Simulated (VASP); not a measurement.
Write the native input for VASP 6.6.1 that does the following.

| Property | Result |
| --- | --- |
| Task | relaxation of cell and atoms |
| Functional | r2SCAN |
| Potentials or basis | VASP PAW PBE potentials, release 64 (W_sv) |
| Cutoff | 600 eV |
| k mesh | 12 × 12 × 12 |
| Occupations | fermi-dirac, width 0.05 eV |
| Spin | no spin polarisation |
| Further INCAR settings | ALGO = Normal; EDIFF = 1e-06; IBRION = 2; EDIFFG = -0.005; NSW = 40; ISIF = 3 |

The structure of W lies in POSCAR:

```
W
1.0
   -1.5823450000      1.5823450000      1.5823450000
    1.5823450000     -1.5823450000      1.5823450000
    1.5823450000      1.5823450000     -1.5823450000
W
1
Direct
    0.0000000000      0.0000000000      0.0000000000
```

The input as run:

INCAR

```
SYSTEM = W
PREC = Accurate ; ENCUT = 600
EDIFF = 1E-6 ; ISMEAR = -1
SIGMA = 0.05 ; LREAL = .False.
LASPH = .True. ; NELM = 60
ALGO = Normal ; ISIF = 3
LWAVE = .False. ; LCHARG = .False.
METAGGA = R2SCAN ; LMIXTAU = .True.
IBRION = 2 ; NSW = 40
EDIFFG = -0.005
```

KPOINTS

```
Automatic mesh
0
Gamma
  12 12 12
  0 0 0
```

Potentials or basis: VASP PAW PBE potentials, release 64 (W_sv).

Command:

```console
$ cat potpaw_PBE.64/W_sv/POTCAR > POTCAR
$ mpirun -np 1 vasp_std > vasp.out
```

It gave:

```
Relaxed volume                         : 15.98 Å³/atom
Relaxed cell                           : a = 2.749 Å, b = 2.749 Å, c = 2.749 Å, α = 109.47°, β = 109.47°, γ = 109.47°
Space group after relaxing (to 0.05 Å) : Im-3m (No. 229)
Energy gained by relaxing              : 1.2 meV/atom
Ionic steps                            : 3
Pressure after relaxing                : 0.0 GPa
Band gap on the k mesh                 : none (metal or under the smearing width)
```

Caveat: the PAW data sets were made with another functional, which shifts forces and pressure a little.

Wall time 75 s on 1 thread of Intel(R) Xeon(R) 6975P-C (Granite Rapids), with other jobs on the host, peak memory 0.16 GiB.
